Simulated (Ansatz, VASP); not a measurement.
LiCl: VASP beside Ansatz

Contents of INCAR:

```
SYSTEM = LiCl
ALGO = Normal
EDIFF = 1E-6
ENCUT = 520
GGA = PE
ISIF = 2
ISMEAR = 0
LASPH = .True.
LCHARG = .False.
LREAL = .False.
LWAVE = .False.
NBANDS = 24
NELM = 100
PREC = Accurate
SIGMA = 0.1
```

File KPOINTS:

```
k-points
0
Gamma
  6 6 6
  0 0 0
```

Contents of POSCAR:

```
LiCl
1.0
    4.7966712000      2.7693594100      1.1175374100
   -4.7966712000      2.7693594100      1.1175374100
    0.0000000000     -5.5387188200      1.1175374100
Li Cl
3 3
Direct
    0.8062090300      0.1851480000      0.8062090300
    0.1851480000      0.8062090300      0.8062090300
    0.8062090300      0.8062090300      0.1851480000
    0.1937909700      0.1937909700      0.8148520000
    0.8148520000      0.1937909700      0.1937909700
    0.1937909700      0.8148520000      0.1937909700
```

Input for Ansatz:

```yaml
crystal:
  lattice:
    - [4.7966712, 2.76935941, 1.11753741]
    - [-4.7966712, 2.76935941, 1.11753741]
    - [0.0, -5.53871882, 1.11753741]
  atoms:
    - { symbol: Li, position: [0.80620903, 0.185148, 0.80620903] }
    - { symbol: Li, position: [0.185148, 0.80620903, 0.80620903] }
    - { symbol: Li, position: [0.80620903, 0.80620903, 0.185148] }
    - { symbol: Cl, position: [0.19379097, 0.19379097, 0.814852] }
    - { symbol: Cl, position: [0.814852, 0.19379097, 0.19379097] }
    - { symbol: Cl, position: [0.19379097, 0.814852, 0.19379097] }
basis:
  ecutwfc: 420
kpoints:
  mp_grid: { grid: [6, 6, 6] }
hamiltonian:
  xc: pbe
scf:
  occupations: { method: gaussian, width: 0.1 }
  lower_state_search: "off"
output:
  forces: true
  stress: true
  eigenvalues: true
```

Alike in both runs: task single point; functional PBE; k mesh 6 × 6 × 6; occupations gaussian, width 0.1 eV; no spin polarisation.

|  | VASP | Ansatz |
| --- | --- | --- |
| version | VASP 6.6.1 | Ansatz 0.2.0 |
| potentials or method | VASP PAW PBE potentials, release 64 (Li_sv, Cl) | scalar-relativistic, plane waves, PAW |
| plane-wave cutoff (eV) | 520 | 420 |
| valence electrons in the cell | 30 | 30 |

```tsv
	VASP	Ansatz	Ansatz less VASP
gap on the k mesh at the Fermi level (eV)	6.66	6.65	-0.005
least direct gap on the mesh (eV)	6.66	6.65	-0.005
rms of the force components (eV/Å)	0.525	0.513	-0.0126
```

Atom by atom the forces differ by 0.014 eV/Å (rms over components). The functional is the same, so the differences come from potentials, cutoffs and numerics.

Caveats: forces of over 1 eV/Å show positions far from the minimum, so gaps and moduli don't describe the material at rest. A k mesh can miss the band edges.
